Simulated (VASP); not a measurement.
# GaSe: single point with PBE

The system is GaSe, a slab with vacuum.

```xyz
12
Lattice="3.7420 0.0000 0.0000 -1.8710 3.2407 0.0000 0.0000 0.0000 42.6947" Properties=species:S:1:pos:R:3 pbc="T T T"
Se    1.8710    1.0802   11.0000
Se    1.8710    1.0802   15.7757
Se    0.0000    2.1604   18.9595
Se    0.0000    2.1604   23.7352
Se    1.8710    1.0802   26.9190
Se    1.8710    1.0802   31.6947
Ga    0.0000    2.1604   12.2258
Ga    0.0000    2.1604   14.5499
Ga    1.8710    1.0802   20.1853
Ga    1.8710    1.0802   22.5094
Ga    0.0000    2.1604   28.1448
Ga    0.0000    2.1604   30.4689
```

```
Program             : VASP 6.6.1
Task                : single point
Functional          : PBE
Potentials or basis : VASP PAW PBE potentials, release 64 (Se, Ga_d)
Cutoff              : 750 eV
k mesh              : 11 × 11 × 1
Occupations         : gaussian, width 0.05 eV
Spin                : no spin polarisation
```

```
Largest force                          : 1.264 eV/Å
Band gap on the k mesh                 : 1.62 eV, indirect (least direct gap 1.63 eV)
Ionisation potential of the upper face : 5.42 eV
```

Forces in eV/Å, atoms in the order of the input:
```
Se   0.000  0.000  0.111
Se   0.000  0.000 -0.230
Se   0.000  0.000  0.230
Se   0.000  0.000 -0.230
Se   0.000  0.000  0.230
Se   0.000  0.000 -0.111
Ga   0.000  0.000 -1.264
Ga   0.000  0.000  1.224
Ga   0.000  0.000 -1.228
Ga   0.000  0.000  1.228
Ga   0.000  0.000 -1.224
Ga   0.000  0.000  1.264
```

Levels at points of the mesh, in eV from the valence-band top:
| k point | band 53 | band 54 | band 55 | band 56 | band 57 | band 58 | band 59 | band 60 | band 61 | band 62 |
| --- | --- | --- | --- | --- | --- | --- | --- | --- | --- | --- |
| (0.00, 0.00, 0.00) | -0.66 | -0.63 | -0.63 | -0.61 | -0.02 | 1.62 | 1.99 | 2.36 | 2.79 | 2.82 |

Run time: 46 min on 1 thread of Intel(R) Xeon(R) Platinum 8559C (Emerald Rapids), with other jobs on the host, peak memory 1.4 GiB.

A hybrid or GW would open this gap; PBE tends to underestimate it.
